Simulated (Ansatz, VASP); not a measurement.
**Sn: VASP beside Ansatz**

```xyz
1
Lattice="0.0000 2.3990 2.3990 2.3990 0.0000 2.3990 2.3990 2.3990 0.0000" Properties=species:S:1:pos:R:3 pbc="T T T"
Sn    0.0000    0.0000    0.0000
```

Alike in both runs: task single point; functional PBEsol; k mesh 13 × 13 × 13; occupations fermi-dirac, width 0.1 eV; no spin polarisation.

```csv
,VASP,Ansatz
version,VASP 6.6.1,Ansatz 0.2.0
potentials or method,"VASP PAW PBE potentials, release 64 (Sn_d)","plane waves (420 eV) with PAW, scalar-relativistic"
plane-wave cutoff (eV),520,420
valence electrons in the cell,14,14
```

|  | VASP | Ansatz | Ansatz less VASP |
| --- | --- | --- | --- |
| pressure (GPa) | -2.1 | -2.0 | +0.04 |

Ansatz warned: «pseudo_functional_mismatch».

Caveats: the PAW data sets were made with another functional, which shifts forces and pressure a little (VASP).
